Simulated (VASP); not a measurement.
# GaSb (F-43m) in VASP: a series of runs, part 2 of 2

VASP 6.6.1. Earlier steps stand in the parts before.

## Step 4: Single point, PBE+D4

This run uses another cell than the first one, of 30.34 Å³/atom, 1.019 times its volume.

Input file INCAR:

```
SYSTEM = GaSb
PREC = Accurate
ENCUT = 520
EDIFF = 1E-6
ISMEAR = -1
SIGMA = 0.05
LREAL = .FALSE.
LASPH = .TRUE.
NELM = 100
ALGO = Normal
ISIF = 2
LWAVE = .FALSE.
LCHARG = .FALSE.
GGA = PE
IVDW = 13
NBANDS = 16
```

Input file KPOINTS:

```
Automatic mesh
0
G
  8 8 8
  0 0 0
```

Input file POSCAR:

```
GaSb
1.0
    0.0000000000      3.1189956238      3.1189956238
    3.1189956238      0.0000000000      3.1189956238
    3.1189956238      3.1189956238      0.0000000000
Sb Ga
1 1
Direct
    0.7500000000      0.7500000000      0.7500000000
    0.0000000000      0.0000000000      0.0000000000
```

Potentials or basis: VASP PAW PBE potentials, release 64 (Sb, Ga_d).

The run is started by

```console
$ cat potpaw_PBE.64/Sb/POTCAR potpaw_PBE.64/Ga_d/POTCAR > POTCAR
$ mpirun -np 1 vasp_std > vasp.out
```

OUTCAR:

```text
SYSTEM = GaSb
   PREC = Accurate
   ENCUT = 520
   EDIFF = 1E-6
   ISMEAR = -1
   LREAL = .FALSE.
   LASPH = .TRUE.
   NELM = 100
   ISIF = 2
   GGA = PE
   IVDW = 13

 ion  position               nearest neighbor table
   1  0.750  0.750  0.750-   2 2.70   2 2.70   2 2.70   2 2.70
   2  0.000  0.000  0.000-   1 2.70   1 2.70   1 2.70   1 2.70

  LATTYP: Found a face centered cubic cell.
 ALAT       =     6.2379912476

  Lattice vectors:

 A1 = (   0.0000000000,   3.1189956238,   3.1189956238)
 A2 = (   3.1189956238,   0.0000000000,   3.1189956238)
 A3 = (   3.1189956238,   3.1189956238,   0.0000000000)

Analysis of symmetry for initial positions (statically):
=====================================================================
 Subroutine PRICEL returns:
 Original cell was already a primitive cell.

 Routine SETGRP: Setting up the symmetry group for a
 face centered cubic supercell.

 Subroutine GETGRP returns: Found 24 space group operations
 (whereof 24 operations were pure point group operations)
 out of a pool of 48 trial point group operations.

The static configuration has the point symmetry T_d .

Analysis of symmetry for dynamics (positions and initial velocities):
=====================================================================
 Subroutine PRICEL returns:
 Original cell was already a primitive cell.

 Routine SETGRP: Setting up the symmetry group for a
 face centered cubic supercell.

 Subroutine GETGRP returns: Found 24 space group operations
 (whereof 24 operations were pure point group operations)
 out of a pool of 48 trial point group operations.

The dynamic configuration has the point symmetry T_d .

 Subroutine INISYM returns: Found 24 space group operations
 (whereof 24 operations are pure point group operations),
 and found     1 'primitive' translations

----------------------------------------------------------------------------------------

                                     Primitive cell

  volume of cell :      60.6840

[... 108 lines left out ...]
     AMIX_MAG =   1.60;   BMIX_MAG =  1.00
  volume/ion in A,a.u.               =      30.34       204.76
  Fermi-wavevector in a.u.,A,eV,Ry     =   1.091794  2.063192 16.218352  1.192015
  Thomas-Fermi vector in A             =   2.228047
   LORBIT       =      0    0 simple, 1 ext, 2 COOP (PROOUT), +10 PAW based schemes
   GGA     = PE    functional components
   LHFCALC =     F    Hartree Fock is set to
   AEXX    =    0.0000 exact exchange contribution
   IVDW    =    13    specifies the selected vdW correction
   LEPSILON=     F    determine dielectric tensor
   LRPA    =     F    only Hartree local field effects (RPA)
 non-spin polarized calculation
  energy-cutoff  :      520.00
  volume of cell :       60.68
 maximum number of plane-waves:      1660
 NGX is ok and might be reduce to    36
   NGX = 17   NGY = 17   NGZ = 17

 number of electron      17.9999993 magnetization

 Free energy of the ion-electron system (eV)
  ---------------------------------------------------
  ext. energy  EPLUGINS =         0.00000000
  ---------------------------------------------------
  free energy    TOTEN  =        -7.36600002 eV

  energy without entropy =       -7.36546836  energy(sigma->0) =       -7.36573419

 E-fermi :   4.3337     XC(G=0):  -8.8358

 val. band max:        4.2943408601   @ k =   0.0000   0.0000   0.0000
 cond. band min:       4.5820140738   @ k =   0.5000   0.0000   0.0000
 fundamental gap:      0.2876732136
 Fermi energy:         4.3337292836

 k-point     1 :       0.0000    0.0000    0.0000
  band No.  band energies     occupation
      1     -10.6366      2.00000
      2     -10.6366      2.00000
      3     -10.6366      2.00000
      4     -10.5953      2.00000
      5     -10.5953      2.00000
      6      -6.7920      2.00000
[... 433 lines left out ...]
      3     -10.6230      2.00000
      4     -10.5976      2.00000
      5     -10.5949      2.00000
      6      -4.9903      2.00000
[... 8 lines left out ...]
     15      13.8429      0.00000
     16      14.2201      0.00000

 [... further k-points ...]

------------------------ aborting loop because EDIFF is reached ----------------------------------------

  DFT-D4 for vdW energy calculation

  Edisp (eV):   -0.79462

  FORCE on cell =-STRESS in cart. coord.  units (eV):
  Direction    XX          YY          ZZ          XY          YZ          ZX
  --------------------------------------------------------------------------------------
  -------------------------------------------------------------------------------------
  Total      -1.01891    -1.01891    -1.01891     0.00000     0.00000    -0.00000
  in kB     -26.90117   -26.90117   -26.90117     0.00000     0.00000    -0.00000
  external pressure =      -26.90 kB  Pullay stress =        0.00 kB

 VOLUME and BASIS-vectors are now :
 -----------------------------------------------------------------------------
  energy-cutoff  :      520.00
  volume of cell :       60.68
      direct lattice vectors                 reciprocal lattice vectors
     0.000000000  3.118995624  3.118995624    -0.160308016  0.160308016  0.160308016
     3.118995624  0.000000000  3.118995624     0.160308016 -0.160308016  0.160308016
     3.118995624  3.118995624  0.000000000     0.160308016  0.160308016 -0.160308016

 POSITION                                       TOTAL-FORCE (eV/Angst)
 -----------------------------------------------------------------------------------
      4.67849      4.67849      4.67849         0.000000      0.000000      0.000000
      0.00000      0.00000      0.00000        -0.000000     -0.000000     -0.000000
 -----------------------------------------------------------------------------------
    total drift:                               -0.000001     -0.000001     -0.000001

  FREE ENERGIE OF THE ION-ELECTRON SYSTEM (eV)
  ---------------------------------------------------
  free  energy   TOTEN  =        -8.1606235485 eV

  energy  without entropy=       -8.1600918803  energy(sigma->0) =       -8.16035771
```

Run time: 63 s. Hardware: 1 thread of AMD EPYC 7R13, shared host; peak memory 0.18 GiB.

What came out:

```yaml
Free_energy: -8.1606 eV
Pressure: -2.7 GPa
Band_gap_on_the_k_mesh: zero (filled and empty bands touch)
Dispersion_energy_per_atom: -0.397 eV
```

Caveat: spin-orbit coupling is left out, which moves the levels of the heavy elements; pairwise dispersion overbinds metals, which lowers pressure and volume.

## Step 5: Overview

```csv
level,cell,gap on the mesh (eV),pressure (GPa)
revPBE,"a = 4.383 Å, angles 60.0°, 2 atoms",none,1.5
BLYP+D3(BJ),"a = 4.383 Å, angles 60.0°, 2 atoms",none,-1.3
PBE+D4,"a = 4.411 Å, angles 60.0°, 2 atoms",none,-2.7
```

Alike in all rows: task single point; potentials or basis VASP PAW PBE potentials, release 64 (Sb, Ga_d); no spin polarisation; k mesh 8 × 8 × 8; cutoff (eV) 520; smearing fermi-dirac 0.05 eV.

Caveats: spin-orbit coupling is left out, which moves the levels of the heavy elements; the PAW data sets were made with another functional, which shifts forces and pressure a little (some runs); pairwise dispersion overbinds metals, which lowers pressure and volume (some runs).

Absolute energies hang on the potentials; compare differences alone.

## Step 6: How close it comes

Step 2. A measured gap of GaSb is 0.811 eV (direct; 4.2 K; a printed reference work, data compilation); the calculated 0.00 eV misses it by -0.81 eV. Spin-orbit coupling on Ga, Sb is left out. The value is that of revPBE on a finite k mesh, which can miss the band edges, without temperature or zero-point motion. Semilocal functionals fall short of measured gaps as a rule.

Step 3. Measured gap of GaSb: 0.811 eV (direct; 4.2 K; a printed reference work, data compilation). This calculation gives 0.00 eV (-0.81 eV). Spin-orbit coupling on Ga, Sb is left out. The value is that of BLYP+D3(BJ) on a finite k mesh, which can miss the band edges, without temperature or zero-point motion. Semilocal functionals fall short of measured gaps as a rule.

Step 4. A measured gap of GaSb is 0.811 eV (direct; 4.2 K; a printed reference work, data compilation); the calculated 0.00 eV misses it by -0.81 eV. Spin-orbit coupling on Ga, Sb is left out. The value is that of PBE+D4 on a finite k mesh, which can miss the band edges, without temperature or zero-point motion. Semilocal functionals fall short of measured gaps as a rule.
